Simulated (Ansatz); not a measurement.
Structure: an ordered 6-atom cell of SiC5 on the diamond lattice (P3m1), at its r2SCAN minimum. It is trigonal, P3m1 (No. 156); a = 2.725 Å, c = 6.745 Å in the conventional setting, 7.23 Å³ an atom. C is surrounded by 3 C at 1.65 Å and 1 Si at 1.90 Å; C is surrounded by 4 C at 1.53–1.66 Å; C is surrounded by 1 C at 1.53 Å and 3 Si at 1.75 Å; C is surrounded by 4 C at 1.53–1.65 Å; Si is surrounded by 4 C at 1.75–1.90 Å.

```cif
data_structure
_symmetry_space_group_name_H-M 'P3m1'
_symmetry_Int_Tables_number 156
_cell_length_a 2.7247
_cell_length_b 2.7247
_cell_length_c 6.7451
_cell_angle_alpha 90.000
_cell_angle_beta 90.000
_cell_angle_gamma 120.000
_cell_volume 43.37
loop_
_atom_site_label
_atom_site_type_symbol
_atom_site_symmetry_multiplicity
_atom_site_Wyckoff_symbol
_atom_site_fract_x
_atom_site_fract_y
_atom_site_fract_z
_atom_site_occupancy
C1 C 1 a 0.00000 0.00000 0.97209 1
C2 C 1 c 0.66667 0.33333 0.66968 1
C3 C 1 b 0.33333 0.66667 0.36564 1
C4 C 1 c 0.66667 0.33333 0.89629 1
C5 C 1 b 0.33333 0.66667 0.59295 1
Si1 Si 1 a 0.00000 0.00000 0.25335 1
```

3 runs of the PAW code Ansatz on this cell differ in the functional (and in the settings that go with it). Levels are in eV from each run's valence top; v1 is the last filled band, c1 the first empty one.

Run A, mean stress +3.6 GPa (compression positive):
```
point     v2     v1    c1    c2
    Γ   0.00   0.00  4.19  4.34
    M  -4.47  -2.24  1.37  2.92
    K  -4.88  -3.59  2.66  3.37
    A  -0.14  -0.14  4.40  4.66
    L  -3.16  -1.93  2.37  3.18
    H  -6.13  -4.86  3.78  4.86
```

Run B, mean stress -4.1 GPa (compression positive):
```
point     v2     v1    c1    c2
    Γ   0.00   0.00  6.19  6.40
    M  -4.86  -2.48  3.06  4.75
    K  -5.34  -3.92  4.45  5.20
    A  -0.15  -0.15  6.41  6.75
    L  -3.43  -2.13  4.15  5.04
    H  -6.63  -5.29  5.66  6.80
```

Run C, mean stress -4.0 GPa (compression positive):
```
point     v2     v1    c1    c2
    Γ   0.00   0.00  5.45  5.65
    M  -4.84  -2.47  2.32  4.00
    K  -5.31  -3.90  3.71  4.45
    A  -0.14  -0.14  5.66  6.00
    L  -3.41  -2.12  3.40  4.29
    H  -6.60  -5.26  4.90  6.04
```

Q: Match the runs to PBE, HSE06, PBE0.

A: A is PBE, B is PBE0, C is HSE06. In order of the gap: PBE 1.37, HSE06 2.32, PBE0 3.06 eV.

No spin polarisation. The prototype was imposed, so other structures may be more stable.

The stress of a hybrid is loosely converged in these runs.

The meshes of the hybrids are coarse, so their gaps aren't converged to the digits shown.
